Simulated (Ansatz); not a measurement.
## How much do the gradients of HfO₂ depend on the method?

Cell: a Materials Project structure (computed, not necessarily an observed phase), taken as it stands.

```
Hf O
1.0
     5.08032    0.00000    0.00000
     0.00000    5.16487    0.00000
     0.00000    0.00000    4.89088
Hf O
4 8
Direct
  0.27741 0.28180 0.72793
  0.77741 0.21820 0.27207
  0.72259 0.71820 0.72793
  0.22259 0.78180 0.27207
  0.50000 0.50000 0.42438
  0.00000 0.00000 0.57562
  0.50000 0.00000 0.51095
  0.00000 0.50000 0.48905
  0.31318 0.66365 0.89547
  0.81318 0.83635 0.10453
  0.68682 0.33635 0.89547
  0.18682 0.16365 0.10453
```

Atoms are numbered from 1 in the order listed; like atoms form one site, named after its first atom.

First run. The numbers come from a DFT calculation in Ansatz (PBE, plane waves and PAW, scalar-relativistic, 420 eV cutoff, Γ-centred 4×4×4 k-points, Fermi–Dirac smearing 0.02 eV).

| site | atom | V_zz (10²¹ V/m²) | η |
| --- | --- | --- | --- |
| Hf | 1 | 22.6 | 0.46 |
| O5 | 5 | -2.29 | 0.66 |
| O7 | 7 | -1.14 | 0.61 |
| O9 | 9 | -5.02 | 0.46 |

Second run. The same atoms and settings, except that the functional is r2SCAN and the cutoff is 500 eV.

Problem. What does the second run give?

Solution. 

```csv
site,atom,V_zz,η,change of V_zz
Hf,1,22.9,0.45,+0.29
O5,5,-2.32,0.66,-0.03
O7,7,-1.24,0.73,-0.10
O9,9,-5.17,0.48,-0.15
```

The largest change of V_zz is on Hf, from 22.6 to 22.9. In per cent, |V_zz| changes by +1 on Hf, +1 to +9 on O (all sites that start above 0.5).

Without spin–orbit coupling the gradients at and beside Hf can be off by some per cent, at some sites by more.
For the first run: At this cell the PBE pressure is 10 GPa, so with PBE the cell would grow if it were relaxed. The entry's cell may itself be off.
